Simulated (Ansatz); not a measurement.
# P under changes of volume

One of the cells (20.458 Å³/atom); the others are scaled copies at fixed shape and fractional positions:

```
CELL_PARAMETERS angstrom
1.64774 -5.46504 0.00000
1.64774 5.46504 0.00000
0.00000 0.00000 4.54364
ATOMIC_POSITIONS crystal
P 0.90414 0.09586 0.58882
P 0.09586 0.90414 0.41118
P 0.59586 0.40414 0.08882
P 0.40414 0.59586 0.91118
```

- Program: Ansatz 0.2.0
- Functional: revPBE
- Potentials or basis: Ansatz PAW
- Cutoff: 420 eV (not typed: the program's choice for these potentials)
- k mesh: 8 × 8 × 6
- Occupations: fermi-dirac, width 0.05 eV
- Spin: no spin polarisation

| volume (Å³/atom) | energy over the lowest point (meV/atom) | pressure (GPa) | gap on the mesh (eV) | largest force (eV/Å) |
| --- | --- | --- | --- | --- |
| 19.230 | ? | ? | ? | ? |
| 19.639 | 35.13 | 6.9 | 0.08 | 0.726 |
| 20.049 | 20.02 | 5.0 | 0.11 | 0.532 |
| 20.458 | 9.41 | 3.3 | 0.14 | 0.355 |
| 20.867 | 2.87 | 1.8 | 0.18 | 0.203 |
| 21.276 | 0.00 | 0.5 | 0.22 | 0.119 |
| 21.685 | 0.44 | -0.8 | 0.26 | 0.185 |

Q: What does the run at 19.230 Å³/atom give?

A: Energy over the lowest point 55.26 meV/atom; pressure 8.9 GPa; gap on the mesh 0.06 eV; largest force 0.938 eV/Å.

Worked out: A Birch-Murnaghan fit of order 3 (a polynomial in V^(-2/3)) to the other rows has its minimum at 21.42 Å³/atom with B0 = V·E''(V) = 66 GPa and B' = 4.2 at fixed shape and positions, which overstates the stiffness. It gives 55.17 meV/atom at 19.230 Å³/atom, against the run's 55.26, and -dE/dV = 8.9 GPa, against 8.9.

Energies are extrapolated to zero smearing.

Caveats: the PAW data sets come from PBE, with cores solved anew for the run's functional, which leaves a small shift of forces and pressure.

A mesh can miss the band edges.
